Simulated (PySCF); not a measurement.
Species: `c1cnc[nH]1`. The columns A, B, C and D hold Mulliken, IAO, Hirshfeld and ESP-fitted charges (e) of one PBE0/pcSseg-2 density (PySCF), in a shuffled order. Coordinates in Å (PBE0-D3(BJ)/def2-TZVP); the density's dipole moment is (-0.86, 2.03, 3.10) D.

```json
{"atom": "C1", "x": "-0.565", "y": "-0.452", "z": "-0.996", "A": "-0.047", "B": "+0.058", "C": "+0.187", "D": "-0.102"}
{"atom": "C2", "x": "-0.947", "y": "0.280", "z": "0.092", "A": "-0.042", "B": "+0.023", "C": "-0.356", "D": "-0.148"}
{"atom": "N3", "x": "0.195", "y": "0.445", "z": "0.828", "A": "-0.076", "B": "-0.246", "C": "-0.157", "D": "-0.245"}
{"atom": "C4", "x": "1.198", "y": "-0.184", "z": "0.167", "A": "+0.033", "B": "+0.227", "C": "+0.169", "D": "+0.031"}
{"atom": "N5", "x": "0.772", "y": "-0.735", "z": "-0.939", "A": "-0.213", "B": "-0.342", "C": "-0.519", "D": "-0.336"}
{"atom": "H6", "x": "-1.180", "y": "-0.790", "z": "-1.816", "A": "+0.056", "B": "+0.023", "C": "+0.086", "D": "+0.165"}
{"atom": "H7", "x": "-1.895", "y": "0.686", "z": "0.401", "A": "+0.062", "B": "+0.049", "C": "+0.202", "D": "+0.170"}
{"atom": "H8", "x": "0.273", "y": "0.938", "z": "1.700", "A": "+0.162", "B": "+0.160", "C": "+0.288", "D": "+0.298"}
{"atom": "H9", "x": "2.212", "y": "-0.205", "z": "0.536", "A": "+0.066", "B": "+0.049", "C": "+0.101", "D": "+0.168"}
```

Which column most likely holds the ESP-fitted charges?

C. Σ q r misses the density's dipole by 0.05 D (C), 0.48 D (D), 1.43 D (A), 1.67 D (B). Charges fitted to the outside potential are the only set here that is tied to the molecule's multipoles.

And the Hirshfeld charges?

A. The mean sizes are 0.084 e (A), 0.131 e (B), 0.185 e (D), 0.229 e (C), and Hirshfeld charges are commonly the smallest of these schemes.

As computed, A = Hirshfeld, B = Mulliken, C = ESP-fitted, D = IAO. Hydrogens on carbon: Hirshfeld +0.06 to +0.07, Mulliken +0.02 to +0.05, ESP-fitted +0.09 to +0.20, IAO +0.16 to +0.17 e.

The Mulliken scheme counts on each atom the diagonal of the density matrix times the overlap matrix over that atom's basis functions. The IAO scheme counts the electrons in orthogonalised intrinsic atomic orbitals, a minimal basis polarised so that it spans the occupied orbitals exactly.

Isolated species at its PBE0-D3(BJ)/def2-TZVP geometry, gas phase.
